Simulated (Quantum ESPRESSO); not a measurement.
The system is Sn.

```xyz
2
Lattice="0.0000 3.2333 3.2333 3.2333 0.0000 3.2333 3.2333 3.2333 0.0000" Properties=species:S:1:pos:R:3 pbc="T T T"
Sn    4.8500    4.8500    4.8500
Sn    3.2333    3.2333    3.2333
```

This isn't the form of Sn at room conditions, which is tetragonal (white tin).

Base run:

| Property | Result |
| --- | --- |
| Program | Quantum ESPRESSO 7.5 |
| Functional | PBEsol |
| Potentials or basis | PseudoDojo 0.4.1 SR PBEsol standard |
| Cutoff | 980 eV |
| Density cutoff | 3918 eV |
| k mesh | 5 × 5 × 5 |
| Occupations | fermi-dirac, width 0.05 eV |
| Spin | no spin polarisation |

Its results: band gap on the k mesh none (metal or under the smearing width); pressure 1.9 GPa.

Problem. The run is repeated on the same cell with these changes: functional from PBEsol to PBE; potentials or basis from PseudoDojo 0.4.1 SR PBEsol standard to PseudoDojo 0.4.1 SR PBE standard. What comes out?

Solution. Band gap on the k mesh none (metal or under the smearing width); pressure 4.1 GPa.

Caveats: spin-orbit coupling is left out, which moves the levels of the heavy elements.
